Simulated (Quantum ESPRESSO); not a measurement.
# Ru: equation of state with PBE

Crystal: Ru.

```xyz
2
Lattice="2.7058 0.0000 0.0000 -1.3529 2.3433 0.0000 0.0000 0.0000 4.2819" Properties=species:S:1:pos:R:3 pbc="T T T"
Ru    1.3529    0.7811    3.2114
Ru    0.0000    1.5622    1.0705
```

```
Program             : Quantum ESPRESSO 7.5
Task                : equation of state
Functional          : PBE
Potentials or basis : GBRV 1.5 PBE
Cutoff              : 612 eV
Density cutoff      : 4898 eV
k mesh              : 11 × 11 × 6
Occupations         : fermi-dirac, width 0.05 eV
Spin                : no spin polarisation
Mixing beta         : 0.5
Most SCF iterations : 120
SCF threshold       : 4e-10 Ry
```

| Quantity | Value |
| --- | --- |
| Equilibrium volume | 13.75 Å³/atom |
| Bulk modulus at fixed shape and positions | 312 GPa |
| Pressure derivative of the bulk modulus | 4.8 |

Energy against volume, from the lowest point:
| volume (Å³/atom) | energy (meV/atom) |
| --- | --- |
| 12.760 | 79.56 |
| 13.032 | 39.89 |
| 13.303 | 14.40 |
| 13.575 | 1.57 |
| 13.846 | 0.00 |
| 14.118 | 8.48 |
| 14.389 | 25.91 |

All runs of the series together: 100 s on 1 thread of INTEL(R) XEON(R) PLATINUM 8581C CPU @ 2.30GHz (Emerald Rapids), on a shared host.

Caveat: the cell was scaled at fixed shape and fractional positions, which overstates the stiffness of a crystal with free parameters, most of all of layers and chains.
